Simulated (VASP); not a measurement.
# Ca in VASP: further runs

One slab, Ca, is run at these levels: PBE; tasks: single point.

All numbers are computed with VASP 6.6.1; they aren't measurements. Logs are shortened: lines on timing, memory, paths and dates and some standing lists are left out, and cuts for length are marked.

## Step 1: Starting point

The cell holds a slab with vacuum, 5 atoms: a = 4.193 Å, b = 4.203 Å, c = 24.781 Å, α = 90.00°, β = 90.00°, γ = 90.00°.

The slab is cut from a database's or a generator's crystal, which needn't be the stable form of the element.

## Step 2: Single point, PBE

INCAR

```
SYSTEM = Ca
PREC     = Accurate       ! precision mode
ENCUT    = 600            ! plane-wave cutoff, eV
EDIFF    = 1E-6           ! SCF threshold, eV
ISMEAR   = -1             ! smearing method
SIGMA    = 0.05           ! smearing width, eV
LREAL    = .False.        ! projectors in reciprocal space
LASPH    = .True.         ! aspherical terms in the spheres
NELM     = 100            ! most SCF steps
ALGO     = Normal         ! electronic algorithm
ISIF     = 2              ! what is computed and relaxed
LWAVE    = .False.        ! write WAVECAR
LCHARG   = .False.        ! write CHGCAR
LDIPOL   = .True.       
IDIPOL   = 3            
DIPOL    = 0.5 0.5 0.500
GGA      = PE             ! functional
NBANDS   = 33             ! bands
```

KPOINTS

```
Automatic mesh
0
Gamma
  5 5 1
  0 0 0
```

POSCAR

```
Ca
1.0
    4.1929749200      0.0000000000      0.0000000000
    0.0000000000      4.2034636200      0.0000000000
    0.0000000000      0.0000000000     24.7814098400
Ca
5
Direct
    0.0000000000      0.0000000000      0.3026462194
    0.5000000000      0.5000000000      0.4013231097
    0.0000000000      0.0000000000      0.5000000000
    0.5000000000      0.5000000000      0.5986768903
    0.0000000000      0.0000000000      0.6973537806
```

Potentials or basis: VASP PAW PBE potentials, release 64 (Ca_sv).

Command:

```bash
> cat potpaw_PBE.64/Ca_sv/POTCAR > POTCAR
> mpirun -np 1 vasp_std > vasp.out
```

OUTCAR:

```text
SYSTEM = Ca
   PREC = Accurate
   ENCUT = 600
   EDIFF = 1E-6
   ISMEAR = -1
   LREAL = .False.
   LASPH = .True.
   NELM = 100
   ISIF = 2
   GGA = PE

 ion  position               nearest neighbor table
   1  0.000  0.000  0.303-
   2  0.500  0.500  0.401-
   3  0.000  0.000  0.500-
   4  0.500  0.500  0.599-
   5  0.000  0.000  0.697-

  LATTYP: Found a simple orthorhombic cell.
 ALAT       =     4.1929749200
 B/A-ratio  =     1.0025014936
 C/A-ratio  =     5.9102213376

  Lattice vectors:

 A1 = (   4.1929749200,   0.0000000000,   0.0000000000)
 A2 = (   0.0000000000,   4.2034636200,   0.0000000000)
 A3 = (   0.0000000000,   0.0000000000,  24.7814098400)

Analysis of symmetry for initial positions (statically):
=====================================================================
 Subroutine PRICEL returns:
 Original cell was already a primitive cell.

 Routine SETGRP: Setting up the symmetry group for a
 simple orthorhombic supercell.

 Subroutine GETGRP returns: Found  8 space group operations
 (whereof  8 operations were pure point group operations)
 out of a pool of  8 trial point group operations.

The static configuration has the point symmetry D_2h.

Analysis of symmetry for dynamics (positions and initial velocities):
=====================================================================
 Subroutine PRICEL returns:
 Original cell was already a primitive cell.

 Routine SETGRP: Setting up the symmetry group for a
 simple orthorhombic supercell.

 Subroutine GETGRP returns: Found  8 space group operations
 (whereof  8 operations were pure point group operations)
 out of a pool of  8 trial point group operations.

The dynamic configuration has the point symmetry D_2h.

 Subroutine INISYM returns: Found  8 space group operations
 (whereof  8 operations are pure point group operations),
 and found     1 'primitive' translations

----------------------------------------------------------------------------------------

                                     Primitive cell

  volume of cell :     436.7728

  direct lattice vectors                    reciprocal lattice vectors
     4.192974920  0.000000000  0.000000000     0.238494153  0.000000000  0.000000000
     0.000000000  4.203463620  0.000000000     0.000000000  0.237899050  0.000000000
     0.000000000  0.000000000 24.781409840     0.000000000  0.000000000  0.040352829

  length of vectors
     4.192974920  4.203463620 24.781409840     0.238494153  0.237899050  0.040352829

  position of ions in fractional coordinates (direct lattice)
     0.000000000  0.000000000  0.302646219
     0.500000000  0.500000000  0.401323110
     0.000000000  0.000000000  0.500000000
     0.500000000  0.500000000  0.598676890
     0.000000000  0.000000000  0.697353781

  ion indices of the primitive-cell ions
   primitive index   ion index
                 1           1
                 2           2
                 3           3
                 4           4
                 5           5

----------------------------------------------------------------------------------------

 KPOINTS: Automatic mesh

Automatic generation of k-mesh.
 Grid dimensions read from file:
 generate k-points for:    5    5    1

 Generating k-lattice:

  Cartesian coordinates                     Fractional coordinates (reciprocal lattice)
     0.047698831  0.000000000  0.000000000     0.200000000  0.000000000  0.000000000
     0.000000000  0.047579810  0.000000000     0.000000000  0.200000000  0.000000000
     0.000000000  0.000000000  0.040352829     0.000000000  0.000000000  1.000000000

  Length of vectors
     0.047698831  0.047579810  0.040352829

  Shift w.r.t. Gamma in fractional coordinates (k-lattice)
     0.000000000  0.000000000  0.000000000

 Subroutine IBZKPT returns following result:
 ===========================================

 Found      9 irreducible k-points:

 Following reciprocal coordinates:
            Coordinates               Weight
  0.000000  0.000000  0.000000      1.000000
  0.200000  0.000000  0.000000      2.000000
  0.400000  0.000000  0.000000      2.000000
  0.000000  0.200000  0.000000      2.000000
  0.200000  0.200000  0.000000      4.000000
  0.400000  0.200000  0.000000      4.000000
  0.000000  0.400000  0.000000      2.000000
  0.200000  0.400000  0.000000      4.000000
  0.400000  0.400000  0.000000      4.000000
   k-points           NKPTS =      9   k-points in BZ     NKDIM =      9   number of bands    NBANDS=     33
   number of dos      NEDOS =    301   number of ions     NIONS =      5
   total plane-waves  NPLWV = 259200
   dimension x,y,z NGX =    36 NGY =   36 NGZ =  200
   dimension x,y,z NGXF=    72 NGYF=   72 NGZF=  400
   ions per type =               5
   NGX,Y,Z   is equivalent  to a cutoff of  14.27, 14.24, 13.42 a.u.
   NGXF,Y,Z  is equivalent  to a cutoff of  28.55, 28.48, 26.83 a.u.
 SYSTEM =  Ca
   PREC   = accura    normal or accurate (medium, high low for compatibility)
   ISTART =      0    job   : 0-new  1-cont  2-samecut
   ICHARG =      2    charge: 1-file 2-atom 10-const
   ISPIN  =      1    spin polarized calculation?
   LNONCOLLINEAR =      F non collinear calculations
   LSORBIT =      F    spin-orbit coupling
   LASPH  =      T    aspherical Exc in radial PAW
   ENCUT  =  600.0 eV  44.10 Ry    6.64 a.u.   8.37  8.40 49.49*2*pi/ulx,y,z
   NELM   =    100;   NELMIN=  2; NELMDL= -5     # of ELM steps
   EDIFF  = 0.1E-05   stopping-criterion for ELM
   LREAL  =      F    real-space projection
   EDIFFG = 0.1E-04   stopping-criterion for IOM
   NSW    =      0    number of steps for IOM
   IBRION =     -1    ionic relax: 0-MD 1-quasi-New 2-CG
   NFREE  =      0    steps in history (QN), initial steepest desc. (CG)
   ISIF   =      2    stress and relaxation
   ISYM   =      2    0-nonsym 1-usesym 2-fastsym
   POTIM  = 0.5000    time-step for ionic-motion
   TEBEG  =    0.0;   TEEND  =   0.0 temperature during run
   PSTRESS=    0.0 pullay stress
   NELECT =      50.0000    total number of electrons
   NUPDOWN=      -1.0000    fix difference up-down
   EMIN   =  10.00;   EMAX   =-10.00  energy-range for DOS
   EFERMI =   0.00;   METHOD = LEGACY
   ISMEAR =    -1;   SIGMA  =   0.05  broadening in eV -4-tet -1-fermi 0-gaus
   EFERMI_NEDOS =   21; number of points for ismear=-14 and -15
   IALGO  =     38    algorithm
   IMIX   =      4    mixing-type and parameters
     AMIX     =   0.40;   BMIX     =  1.00
     AMIX_MAG =   1.60;   BMIX_MAG =  1.00
  volume/ion in A,a.u.               =      87.35       589.50
  Fermi-wavevector in a.u.,A,eV,Ry     =   0.794901  1.502145  8.597078  0.631867
  Thomas-Fermi vector in A             =   1.901124
   LORBIT       =      0    0 simple, 1 ext, 2 COOP (PROOUT), +10 PAW based schemes
   GGA     = PE    functional components
   LHFCALC =     F    Hartree Fock is set to
   AEXX    =    0.0000 exact exchange contribution
   IVDW    =     0    specifies the selected vdW correction
   LEPSILON=     F    determine dielectric tensor
   LRPA    =     F    only Hartree local field effects (RPA)
 non-spin polarized calculation
  energy-cutoff  :      600.00
  volume of cell :      436.77
 maximum number of plane-waves:     14609
 NGX is ok and might be reduce to    36
   NGX = 17   NGY = 17   NGZ = 99

 dipolmoment           0.000000      0.000000     -0.000000 electrons x Angstroem

 number of electron      50.0000005 magnetization

 dipolmoment           0.000000      0.000000      0.000000 electrons x Angstroem

 Free energy of the ion-electron system (eV)
  ---------------------------------------------------
  ext. energy  EPLUGINS =         0.00000000
  ---------------------------------------------------
  free energy    TOTEN  =        -8.63614214 eV

  energy without entropy =       -8.57765837  energy(sigma->0) =       -8.60690025

 E-fermi :  -0.3649     XC(G=0):  -4.5301

 val. band max:       -0.3697618999   @ k =   0.2000   0.2000   0.0000
 cond. band min:      -0.3228511635   @ k =   0.2000   0.4000   0.0000
 fundamental gap:      0.0469107364
 Fermi energy:        -0.3648653311

 k-point     1 :       0.0000    0.0000    0.0000
  band No.  band energies     occupation
      1     -43.1377      2.00000
      2     -43.1377      2.00000
      3     -42.4528      2.00000
      4     -42.3909      2.00000
      5     -42.3899      2.00000
      6     -24.1426      2.00000
[... 25 lines left out ...]
     32       1.7134      0.00000
     33       1.7214      0.00000

 k-point     2 :       0.2000    0.0000    0.0000
  band No.  band energies     occupation
      1     -43.1371      2.00000
      2     -43.1371      2.00000
      3     -42.4519      2.00000
      4     -42.3903      2.00000
      5     -42.3897      2.00000
      6     -24.1417      2.00000
[... 25 lines left out ...]
     32       1.5287      0.00000
     33       1.5856      0.00000

 k-point     3 :       0.4000    0.0000    0.0000
  band No.  band energies     occupation
      1     -43.1362      2.00000
      2     -43.1362      2.00000
      3     -42.4504      2.00000
      4     -42.3894      2.00000
      5     -42.3893      2.00000
      6     -24.1401      2.00000
[... 25 lines left out ...]
     32       1.3178      0.00000
     33       1.3973      0.00000

 k-point     4 :       0.0000    0.2000    0.0000
  band No.  band energies     occupation
      1     -43.1371      2.00000
      2     -43.1371      2.00000
      3     -42.4519      2.00000
      4     -42.3903      2.00000
      5     -42.3897      2.00000
      6     -24.1417      2.00000
[... 133 lines left out ...]
     32       1.3060      0.00000
     33       1.3984      0.00000

 k-point     8 :       0.2000    0.4000    0.0000
  band No.  band energies     occupation
      1     -43.1357      2.00000
      2     -43.1357      2.00000
      3     -42.4499      2.00000
      4     -42.3888      2.00000
      5     -42.3888      2.00000
      6     -24.1389      2.00000
[... 25 lines left out ...]
     32       0.8033      0.00000
     33       0.9727      0.00000

 k-point     9 :       0.4000    0.4000    0.0000
  band No.  band energies     occupation
      1     -43.1348      2.00000
      2     -43.1348      2.00000
      3     -42.4489      2.00000
      4     -42.3880      2.00000
      5     -42.3879      2.00000
      6     -24.1366      2.00000
[... 25 lines left out ...]
     32       0.3711      0.00000
     33       0.4650      0.00000

------------------------ aborting loop because EDIFF is reached ----------------------------------------

 vacuum level on the upper side and lower side of the slab       (xc-potential included)        -0.284        -0.284

  FORCE on cell =-STRESS in cart. coord.  units (eV):
  Direction    XX          YY          ZZ          XY          YZ          ZX
  --------------------------------------------------------------------------------------
  -------------------------------------------------------------------------------------
  Total       -1.9117797     -1.9946378     -0.1038094      0.0000000      0.0000000      0.0000000
  in kB       -7.0128227     -7.3167643     -0.3807955      0.0000000      0.0000000      0.0000000
  external PRESSURE =      -4.9034608 kB  Pullay stress =       0.0000000 kB

 VOLUME and BASIS-vectors are now :
 -----------------------------------------------------------------------------
  energy-cutoff  :      600.00
  volume of cell :      436.77
      direct lattice vectors                 reciprocal lattice vectors
     4.192974920  0.000000000  0.000000000     0.238494153  0.000000000  0.000000000
     0.000000000  4.203463620  0.000000000     0.000000000  0.237899050  0.000000000
     0.000000000  0.000000000 24.781409840     0.000000000  0.000000000  0.040352829

 POSITION                                       TOTAL-FORCE (eV/Angst)
 -----------------------------------------------------------------------------------
      0.00000      0.00000      7.50000         0.000000     -0.000000      0.010218
      2.09649      2.10173      9.94535         0.000000      0.000000     -0.001821
      0.00000      0.00000     12.39070         0.000000     -0.000000      0.000000
      2.09649      2.10173     14.83606         0.000000      0.000000      0.001821
      0.00000      0.00000     17.28141         0.000000     -0.000000     -0.010218
 -----------------------------------------------------------------------------------
    total drift:                                0.000000      0.000000      0.000000

  FREE ENERGIE OF THE ION-ELECTRON SYSTEM (eV)
  ---------------------------------------------------
  free  energy   TOTEN  =        -8.6361421421 eV

  energy  without entropy=       -8.5776583657  energy(sigma->0) =       -8.60690025

 vacuum level on the upper side and lower side of the slab         2.180         2.180
```

It took 3 min on 1 thread of Intel Xeon Platinum 8488C (Sapphire Rapids), shared host; peak memory 0.57 GiB.

Results:

* Free energy: -8.6361 eV
* Largest force: 0.010 eV/Å
* Band gap on the k mesh: none (metal or under the smearing width)

Forces on the atoms (eV/Å):
```
Ca   0.000  0.000  0.010
Ca   0.000  0.000 -0.002
Ca   0.000  0.000  0.000
Ca   0.000  0.000  0.002
Ca   0.000  0.000 -0.010
```

Levels at points of the mesh, in eV from the Fermi level:
```
           k point  band 23  band 24  band 25  band 26  band 27  band 28
(0.00, 0.00, 0.00)    -2.38    -1.34    -0.48     0.36     0.62     0.70
```

(Part 1 of 2 ends here.)
